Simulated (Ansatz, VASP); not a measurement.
**Ru: VASP beside Ansatz**

File POSCAR:

```
Ru
1.0
   -1.5050725061      1.5050725061      1.5050725061
    1.5050725061     -1.5050725061      1.5050725061
    1.5050725061      1.5050725061     -1.5050725061
Ru
1
Direct
    0.0000000000      0.0000000000      0.0000000000
```

Contents of INCAR.step1:

```
SYSTEM = Ru
  PREC = Accurate
  ENCUT = 520
  ISMEAR = 0
  SIGMA = 0.05
  LREAL = .FALSE.
  LASPH = .TRUE.
  NELM = 100
  NBANDS = 13
  GGA = PE
  ALGO = Normal
  EDIFF = 1E-4
  LWAVE = .TRUE.
  LCHARG = .FALSE.
```

Contents of INCAR.step2:

```
SYSTEM = Ru
  PREC = Accurate
  ENCUT = 520
  EDIFF = 1E-6
  ISMEAR = 0
  SIGMA = 0.05
  LREAL = .FALSE.
  LASPH = .TRUE.
  NELM = 100
  ALGO = Normal
  ISIF = 2
  LWAVE = .FALSE.
  LCHARG = .FALSE.
  METAGGA = R2SCAN
  LMIXTAU = .TRUE.
  NBANDS = 13
  ISTART = 1
```

The input KPOINTS:

```
Automatic mesh
0
G
  20 20 20
  0 0 0
```

Input for Ansatz:

```yaml
crystal:
  lattice:
    - [-1.5050725061, 1.5050725061, 1.5050725061]
    - [1.5050725061, -1.5050725061, 1.5050725061]
    - [1.5050725061, 1.5050725061, -1.5050725061]
  atoms:
    - { symbol: Ru, position: [0.0, 0.0, 0.0] }
basis:
  ecutwfc: 500
  ecutrho_ratio: 4
kpoints:
  mp_grid: { grid: [20, 20, 20] }
hamiltonian:
  xc: r2scan
scf:
  occupations: { method: gaussian, width: 0.05 }
output:
  forces: true
  stress: true
  eigenvalues: true
```

Alike in both runs: task single point; functional r2SCAN; k mesh 20 × 20 × 20; occupations gaussian, width 0.05 eV; no spin polarisation.

|  | VASP | Ansatz |
| --- | --- | --- |
| version | VASP 6.6.1 | Ansatz 0.2.0 |
| potentials or method | VASP PAW PBE potentials, release 64 (Ru_pv) | scalar-relativistic, plane waves, PAW |
| plane-wave cutoff (eV) | 520 | 500 |
| valence electrons in the cell | 14 | 16 |

|  | VASP | Ansatz | Ansatz less VASP |
| --- | --- | --- | --- |
| gap on the k mesh at the Fermi level (eV) | none | none | - |
| pressure (GPa) | 8.3 | 6.8 | -1.56 |

A gap of «none» marks a metal or a gap that the smearing closes. With one functional, cell and mesh, what is left measures potentials, basis and numerics. The two sets of potentials don't hold the same shells in valence.

Caveats: the PAW data sets were made with another functional, which shifts forces and pressure a little (VASP).
